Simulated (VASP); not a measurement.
# BaTiO3 (Pm-3m) in VASP: further runs

The runs below take BaTiO3 through relaxation of cell and atoms, with PBE.

Everything below comes from runs of VASP 6.6.1. Logs are shortened: lines on timing, memory, paths and dates and some standing lists are left out, and cuts for length are marked.

### 1 The structure

It takes space group Pm-3m (No. 221, cubic). Conventional cell: a = 4.006 Å, b = 4.006 Å, c = 4.006 Å, α = 90.00°, β = 90.00°, γ = 90.00°. Around Ba (site symmetry m-3m) lie 12 O at 2.83 Å. Around Ti (site symmetry m-3m) lie 6 O at 2.00 Å. Around O (site symmetry 4/mmm) lie 2 Ti at 2.00 Å.

### 2 Relaxation of cell and atoms, PBE

INCAR

```
PREC = Accurate ; ENCUT = 600
EDIFF = 1E-6 ; ISMEAR = 0
SIGMA = 0.03 ; LREAL = False
LASPH = True ; NELM = 80
ALGO = Normal ; ISIF = 3
LWAVE = False ; LCHARG = False
GGA = PE ; IBRION = 2
NSW = 90 ; EDIFFG = -0.01
KPAR = 2
```

KPOINTS

```
Automatic mesh
0
Gamma
  8 8 8
```

POSCAR

```
BaTiO3
1.0
    4.0060000000      0.0000000000      0.0000000000
    0.0000000000      4.0060000000      0.0000000000
    0.0000000000      0.0000000000      4.0060000000
Ba Ti O
1 1 3
Direct
    0.5000000000      0.5000000000      0.5000000000
    0.0000000000      0.0000000000      0.0000000000
    0.5000000000      0.0000000000      0.0000000000
    0.0000000000      0.5000000000      0.0000000000
    0.0000000000      0.0000000000      0.5000000000
```

Potentials or basis: VASP PAW PBE potentials, release 64 (Ba_sv, Ti_sv, O).

On the command line:

```
$ cat potpaw_PBE.64/Ba_sv/POTCAR potpaw_PBE.64/Ti_sv/POTCAR potpaw_PBE.64/O/POTCAR > POTCAR
$ mpirun -np 2 vasp_std > vasp.out
```

OUTCAR:

```text
PREC = Accurate
   ENCUT = 600
   EDIFF = 1E-6
   ISMEAR = 0
   LREAL = False
   LASPH = True
   NELM = 80
   ISIF = 3
   GGA = PE
   IBRION = 2
   NSW = 90
   EDIFFG = -0.01

 ion  position               nearest neighbor table
   1  0.500  0.500  0.500-   3 2.83   4 2.83   5 2.83   3 2.83   4 2.83   3 2.83   5 2.83   3 2.83
                             4 2.83   5 2.83   4 2.83   5 2.83   2 3.47   2 3.47   2 3.47   2 3.47
   2  0.000  0.000  0.000-   3 2.00   4 2.00   5 2.00   5 2.00   4 2.00   3 2.00   1 3.47   1 3.47
                             1 3.47   1 3.47   1 3.47   1 3.47   1 3.47   1 3.47
   3  0.500  0.000  0.000-   2 2.00   2 2.00   1 2.83   1 2.83   1 2.83   1 2.83
   4  0.000  0.500  0.000-   2 2.00   2 2.00   1 2.83   1 2.83   1 2.83   1 2.83
   5  0.000  0.000  0.500-   2 2.00   2 2.00   1 2.83   1 2.83   1 2.83   1 2.83

  LATTYP: Found a simple cubic cell.
 ALAT       =     4.0060000000

  Lattice vectors:

 A1 = (   4.0060000000,   0.0000000000,   0.0000000000)
 A2 = (   0.0000000000,   4.0060000000,   0.0000000000)
 A3 = (   0.0000000000,   0.0000000000,   4.0060000000)

Analysis of symmetry for initial positions (statically):
=====================================================================
 Subroutine PRICEL returns:
 Original cell was already a primitive cell.

 Routine SETGRP: Setting up the symmetry group for a
 simple cubic supercell.

 Subroutine GETGRP returns: Found 48 space group operations
 (whereof 48 operations were pure point group operations)
 out of a pool of 48 trial point group operations.

The static configuration has the point symmetry O_h .

Analysis of symmetry for dynamics (positions and initial velocities):
=====================================================================
 Subroutine PRICEL returns:
 Original cell was already a primitive cell.

 Routine SETGRP: Setting up the symmetry group for a
 simple cubic supercell.

 Subroutine GETGRP returns: Found 48 space group operations
 (whereof 48 operations were pure point group operations)
 out of a pool of 48 trial point group operations.

The dynamic configuration has the point symmetry O_h .

 Subroutine INISYM returns: Found 48 space group operations
 (whereof 48 operations are pure point group operations),
 and found     1 'primitive' translations

----------------------------------------------------------------------------------------

                                     Primitive cell

  volume of cell :      64.2884

  direct lattice vectors                    reciprocal lattice vectors
     4.006000000  0.000000000  0.000000000     0.249625562  0.000000000  0.000000000
     0.000000000  4.006000000  0.000000000     0.000000000  0.249625562  0.000000000
     0.000000000  0.000000000  4.006000000     0.000000000  0.000000000  0.249625562

  length of vectors
     4.006000000  4.006000000  4.006000000     0.249625562  0.249625562  0.249625562

  position of ions in fractional coordinates (direct lattice)
     0.500000000  0.500000000  0.500000000
     0.000000000  0.000000000  0.000000000
     0.500000000  0.000000000  0.000000000
     0.000000000  0.500000000  0.000000000
     0.000000000  0.000000000  0.500000000

  ion indices of the primitive-cell ions
   primitive index   ion index
                 1           1
                 2           2
                 3           3
                 4           4
                 5           5

----------------------------------------------------------------------------------------

 KPOINTS: Automatic mesh

Automatic generation of k-mesh.
 Grid dimensions read from file:
 generate k-points for:    8    8    8

 Generating k-lattice:

  Cartesian coordinates                     Fractional coordinates (reciprocal lattice)
     0.031203195  0.000000000  0.000000000     0.125000000  0.000000000  0.000000000
     0.000000000  0.031203195  0.000000000     0.000000000  0.125000000  0.000000000
     0.000000000  0.000000000  0.031203195     0.000000000  0.000000000  0.125000000

  Length of vectors
     0.031203195  0.031203195  0.031203195

  Shift w.r.t. Gamma in fractional coordinates (k-lattice)
     0.000000000  0.000000000  0.000000000

 Subroutine IBZKPT returns following result:
 ===========================================

 Found     35 irreducible k-points:

 Following reciprocal coordinates:
            Coordinates               Weight
  0.000000  0.000000  0.000000      1.000000
  0.125000  0.000000  0.000000      6.000000
  0.250000  0.000000  0.000000      6.000000
  0.375000  0.000000  0.000000      6.000000
  0.500000  0.000000  0.000000      3.000000
  0.125000  0.125000  0.000000     12.000000
[... 16 lines left out ...]
  0.375000  0.375000  0.125000     24.000000
  0.500000  0.375000  0.125000     24.000000
 [... further k-points ...]
   k-points           NKPTS =     35   k-points in BZ     NKDIM =     35   number of bands    NBANDS=     24
   number of dos      NEDOS =    301   number of ions     NIONS =      5
   total plane-waves  NPLWV =  32768
   dimension x,y,z NGX =    32 NGY =   32 NGZ =   32
   dimension x,y,z NGXF=    64 NGYF=   64 NGZF=   64
   ions per type =               1   1   3
   NGX,Y,Z   is equivalent  to a cutoff of  13.28, 13.28, 13.28 a.u.
   NGXF,Y,Z  is equivalent  to a cutoff of  26.56, 26.56, 26.56 a.u.
 SYSTEM =  unknown system
   PREC   = accura    normal or accurate (medium, high low for compatibility)
   ISTART =      0    job   : 0-new  1-cont  2-samecut
   ICHARG =      2    charge: 1-file 2-atom 10-const
   ISPIN  =      1    spin polarized calculation?
   LNONCOLLINEAR =      F non collinear calculations
   LSORBIT =      F    spin-orbit coupling
   LASPH  =      T    aspherical Exc in radial PAW
   ENCUT  =  600.0 eV  44.10 Ry    6.64 a.u.   8.00  8.00  8.00*2*pi/ulx,y,z
   NELM   =     80;   NELMIN=  2; NELMDL= -5     # of ELM steps
   EDIFF  = 0.1E-05   stopping-criterion for ELM
   LREAL  =      F    real-space projection
   EDIFFG = -.1E-01   stopping-criterion for IOM
   NSW    =     90    number of steps for IOM
   IBRION =      2    ionic relax: 0-MD 1-quasi-New 2-CG
   NFREE  =      1    steps in history (QN), initial steepest desc. (CG)
   ISIF   =      3    stress and relaxation
   ISYM   =      2    0-nonsym 1-usesym 2-fastsym
   POTIM  = 0.5000    time-step for ionic-motion
   TEBEG  =    0.0;   TEEND  =   0.0 temperature during run
   PSTRESS=    0.0 pullay stress
   NELECT =      40.0000    total number of electrons
   NUPDOWN=      -1.0000    fix difference up-down
   EMIN   =  10.00;   EMAX   =-10.00  energy-range for DOS
   EFERMI =   0.00;   METHOD = LEGACY
   ISMEAR =     0;   SIGMA  =   0.03  broadening in eV -4-tet -1-fermi 0-gaus
   EFERMI_NEDOS =   21; number of points for ismear=-14 and -15
   IALGO  =     38    algorithm
   IMIX   =      4    mixing-type and parameters
     AMIX     =   0.40;   BMIX     =  1.00
     AMIX_MAG =   1.60;   BMIX_MAG =  1.00
  volume/ion in A,a.u.               =      12.86        86.77
  Fermi-wavevector in a.u.,A,eV,Ry     =   1.397603  2.641087 26.576187  1.953295
  Thomas-Fermi vector in A             =   2.520843
   LORBIT       =      0    0 simple, 1 ext, 2 COOP (PROOUT), +10 PAW based schemes
   GGA     = PE    functional components
   LHFCALC =     F    Hartree Fock is set to
   AEXX    =    0.0000 exact exchange contribution
   IVDW    =     0    specifies the selected vdW correction
   LEPSILON=     F    determine dielectric tensor
   LRPA    =     F    only Hartree local field effects (RPA)
 conjugate gradient relaxation of ions
 non-spin polarized calculation
 Gauss-broadening in eV      SIGMA  =   0.03
  energy-cutoff  :      600.00
  volume of cell :       64.29
 maximum number of plane-waves:      2176
   NGX = 17   NGY = 17   NGZ = 17

--------------------------------------- Ionic step        1  -------------------------------------------

 number of electron      39.9999998 magnetization

 Free energy of the ion-electron system (eV)
  ---------------------------------------------------
  ext. energy  EPLUGINS =         0.00000000
  ---------------------------------------------------
  free energy    TOTEN  =       -39.97747177 eV

  energy without entropy =      -39.97747177  energy(sigma->0) =      -39.97747177

------------------------ aborting loop because EDIFF is reached ----------------------------------------

  FORCE on cell =-STRESS in cart. coord.  units (eV):
  Direction    XX          YY          ZZ          XY          YZ          ZX
  --------------------------------------------------------------------------------------
  -------------------------------------------------------------------------------------
  Total        1.3103530      1.3103530      1.3103530     -0.0000000      0.0000000     -0.0000000
  in kB       32.6562302     32.6562302     32.6562302     -0.0000000      0.0000000     -0.0000000
  external PRESSURE =      32.6562302 kB  Pullay stress =       0.0000000 kB

 VOLUME and BASIS-vectors are now :
 -----------------------------------------------------------------------------
  energy-cutoff  :      600.00
  volume of cell :       64.29
      direct lattice vectors                 reciprocal lattice vectors
     4.006000000  0.000000000  0.000000000     0.249625562  0.000000000  0.000000000
     0.000000000  4.006000000  0.000000000     0.000000000  0.249625562  0.000000000
     0.000000000  0.000000000  4.006000000     0.000000000  0.000000000  0.249625562
[... 40 lines left out ...]
 POSITION                                       TOTAL-FORCE (eV/Angst)
 -----------------------------------------------------------------------------------
      2.02832      2.02832      2.02832        -0.000000      0.000000      0.000000
      0.00000      0.00000      0.00000         0.000000     -0.000000      0.000000
      2.02832     -0.00000     -0.00000         0.000000     -0.000000      0.000000
     -0.00000      2.02832     -0.00000        -0.000000     -0.000000      0.000000
     -0.00000      0.00000      2.02832         0.000000      0.000000      0.000000
 -----------------------------------------------------------------------------------
    total drift:                                0.000000      0.000000     -0.000000

  FREE ENERGIE OF THE ION-ELECTRON SYSTEM (eV)
  ---------------------------------------------------
  free  energy   TOTEN  =       -39.9790665825 eV

  energy  without entropy=      -39.9790665825  energy(sigma->0) =      -39.97906658

--------------------------------------- Ionic step        3  -------------------------------------------

 number of electron      40.0000012 magnetization

 Free energy of the ion-electron system (eV)
  ---------------------------------------------------
  ext. energy  EPLUGINS =         0.00000000
  ---------------------------------------------------
  free energy    TOTEN  =       -39.98998438 eV

  energy without entropy =      -39.98998438  energy(sigma->0) =      -39.98998438

 E-fermi :   3.9027     XC(G=0): -11.1443

 val. band max:        3.6642532724   @ k =   0.5000   0.5000   0.5000
 cond. band min:       5.3661720050   @ k =   0.0000   0.0000   0.0000
 fundamental gap:      1.7019187326
 Fermi energy:         3.9026896510

 k-point     1 :       0.0000    0.0000    0.0000
  band No.  band energies     occupation
      1     -53.0645      2.00000
      2     -29.2642      2.00000
      3     -29.2642      2.00000
      4     -29.2642      2.00000
      5     -21.2006      2.00000
      6     -13.1779      2.00000
[... 16 lines left out ...]
     23       5.3662      0.00000
     24       7.4188      0.00000
[... 598 lines left out ...]
      2     -29.3080      2.00000
      3     -29.3010      2.00000
      4     -29.2677      2.00000
      5     -21.0267      2.00000
      6     -12.8425      2.00000
[... 16 lines left out ...]
     23       7.3803      0.00000
     24       8.6804      0.00000

 [... further k-points ...]

------------------------ aborting loop because EDIFF is reached ----------------------------------------

  FORCE on cell =-STRESS in cart. coord.  units (eV):
  Direction    XX          YY          ZZ          XY          YZ          ZX
  --------------------------------------------------------------------------------------
  -------------------------------------------------------------------------------------
  Total       -0.0019639     -0.0019639     -0.0019639      0.0000000      0.0000000      0.0000000
  in kB       -0.0480039     -0.0480039     -0.0480039      0.0000000      0.0000000      0.0000000
  external PRESSURE =      -0.0480039 kB  Pullay stress =       0.0000000 kB

 VOLUME and BASIS-vectors are now :
 -----------------------------------------------------------------------------
  energy-cutoff  :      600.00
  volume of cell :       65.55
      direct lattice vectors                 reciprocal lattice vectors
     4.031954022 -0.000000000 -0.000000000     0.248018701  0.000000000  0.000000000
    -0.000000000  4.031954022 -0.000000000     0.000000000  0.248018701 -0.000000000
    -0.000000000  0.000000000  4.031954022     0.000000000  0.000000000  0.248018701

 POSITION                                       TOTAL-FORCE (eV/Angst)
 -----------------------------------------------------------------------------------
      2.01598      2.01598      2.01598        -0.000000     -0.000000      0.000000
      0.00000      0.00000      0.00000         0.000000      0.000000      0.000000
      2.01598     -0.00000     -0.00000         0.000000      0.000000      0.000000
     -0.00000      2.01598     -0.00000         0.000000     -0.000000      0.000000
     -0.00000      0.00000      2.01598         0.000000      0.000000      0.000000
 -----------------------------------------------------------------------------------
    total drift:                                0.000000      0.000000     -0.000000

  FREE ENERGIE OF THE ION-ELECTRON SYSTEM (eV)
  ---------------------------------------------------
  free  energy   TOTEN  =       -39.9899843822 eV

  energy  without entropy=      -39.9899843822  energy(sigma->0) =      -39.98998438

 reached required accuracy - stopping structural energy minimisation
```

Wall time 33 s (2 MPI ranks of Intel Xeon 6975P-C (Granite Rapids), shared host); peak memory 0.22 GiB.

What came out:

- Free energy: -39.9900 eV
- Relaxed volume: 13.11 Å³/atom
- Relaxed cell: a = 4.032 Å, b = 4.032 Å, c = 4.032 Å, α = 90.00°, β = 90.00°, γ = 90.00°
- Space group after relaxing (to 0.05 Å): Pm-3m (No. 221)
- Energy gained by relaxing: 2.5 meV/atom
- Ionic steps: 3
- Pressure after relaxing: 0.0 GPa
- Band gap on the k mesh: 1.70 eV, indirect (least direct gap 1.87 eV)

The path:
```csv
step,energy change (eV),largest force (eV/Å),pressure (GPa),volume (Å³)
1,0.0000,0.0000,3.27,64.29
2,-0.0016,0.0000,-2.84,66.76
3,-0.0125,0.0000,0.00,65.55
```

Final structure:
```cif
data_structure
_symmetry_space_group_name_H-M 'P 1'
_symmetry_Int_Tables_number 1
_cell_length_a 4.0320
_cell_length_b 4.0320
_cell_length_c 4.0320
_cell_angle_alpha 90.000
_cell_angle_beta 90.000
_cell_angle_gamma 90.000
_cell_volume 65.55
loop_
_atom_site_label
_atom_site_type_symbol
_atom_site_fract_x
_atom_site_fract_y
_atom_site_fract_z
_atom_site_occupancy
Ba1 Ba 0.50000 0.50000 0.50000 1
Ti1 Ti 0.00000 0.00000 0.00000 1
O1 O 0.50000 0.00000 0.00000 1
O2 O 0.00000 0.50000 0.00000 1
O3 O 0.00000 0.00000 0.50000 1
```

Levels at points of the mesh, in eV from the valence-band top:
```tsv
k point	band 16	band 17	band 18	band 19	band 20	band 21	band 22	band 23	band 24
(0.00, 0.00, 0.00)	-1.06	-1.06	-0.17	-0.17	-0.17	1.70	1.70	1.70	3.75
(0.50, 0.00, 0.00)	-1.86	-1.80	-1.80	-0.71	-0.71	1.85	3.38	3.38	3.76
(0.50, 0.50, 0.00)	-2.61	-1.73	-0.88	-0.88	-0.09	3.38	3.38	3.79	4.58
(0.50, 0.50, 0.50)	-2.41	-2.41	0.00	0.00	0.00	4.02	4.02	4.02	6.63
```

Caveat: spin-orbit coupling is left out, which moves the levels of the heavy elements. A k mesh can miss the band edges.

### 3 Relaxation of cell and atoms, PBE

This run uses another cell than the first one, of 13.11 Å³/atom, 1.020 times its volume.

INCAR

```
PREC = Accurate ; ENCUT = 600
EDIFF = 1E-7 ; ISMEAR = 0
SIGMA = 0.03 ; LREAL = False
LASPH = True ; NELM = 80
ALGO = Normal ; ISIF = 3
LWAVE = False ; LCHARG = False
GGA = PE ; IBRION = 2
NSW = 90 ; EDIFFG = -0.005
KPAR = 2
```

KPOINTS is that of step 2.

POSCAR

```
BaTiO3                                  
1.0
    4.0319540223     -0.0000000000     -0.0000000000
   -0.0000000000      4.0319540223     -0.0000000000
   -0.0000000000      0.0000000000      4.0319540223
  Ba              Ti              O             
     1     1     3
Direct
     0.5000000000000000    0.5000000000000000    0.5000000000000000
     0.0000000000000000    0.0000000000000000    0.0000000000000000
     0.5000000000000000    0.0000000000000000    0.0000000000000000
     0.0000000000000000    0.5000000000000000    0.0000000000000000
     0.0000000000000000    0.0000000000000000    0.5000000000000000
```

Potentials or basis: VASP PAW PBE potentials, release 64 (Ba_sv, Ti_sv, O).

On the command line:

```
$ cat potpaw_PBE.64/Ba_sv/POTCAR potpaw_PBE.64/Ti_sv/POTCAR potpaw_PBE.64/O/POTCAR > POTCAR
$ mpirun -np 2 vasp_std > vasp.out
```

Run time: 16 s. Hardware: 2 MPI ranks of Intel Xeon 6975P-C (Granite Rapids), shared host; peak memory 0.22 GiB.

Results (log left out):

```
Free energy             : -39.9926 eV
Pressure after relaxing : 0.0 GPa
Band gap on the k mesh  : 1.70 eV, indirect (least direct gap 1.87 eV)
```

Final structure:
```
CELL_PARAMETERS angstrom
4.03195 0.00000 0.00000
0.00000 4.03195 0.00000
0.00000 0.00000 4.03195
ATOMIC_POSITIONS crystal
Ba 0.50000 0.50000 0.50000
Ti 0.00000 0.00000 0.00000
O 0.50000 0.00000 0.00000
O 0.00000 0.50000 0.00000
O 0.00000 0.00000 0.50000
```

Levels at points of the mesh, in eV from the valence-band top:
| k point | band 18 | band 19 | band 20 | band 21 | band 22 | band 23 |
| --- | --- | --- | --- | --- | --- | --- |
| (0.00, 0.00, 0.00) | -0.17 | -0.17 | -0.17 | 1.70 | 1.70 | 1.70 |
| (0.50, 0.00, 0.00) | -1.80 | -0.71 | -0.71 | 1.85 | 3.38 | 3.38 |
| (0.50, 0.50, 0.00) | -0.88 | -0.88 | -0.09 | 3.38 | 3.38 | 3.79 |
| (0.50, 0.50, 0.50) | 0.00 | 0.00 | 0.00 | 4.02 | 4.02 | 4.02 |

Caveat: the relaxation stopped at its first step, so nothing moved; spin-orbit coupling is left out, which moves the levels of the heavy elements. A hybrid or GW would open this gap; PBE tends to underestimate it.
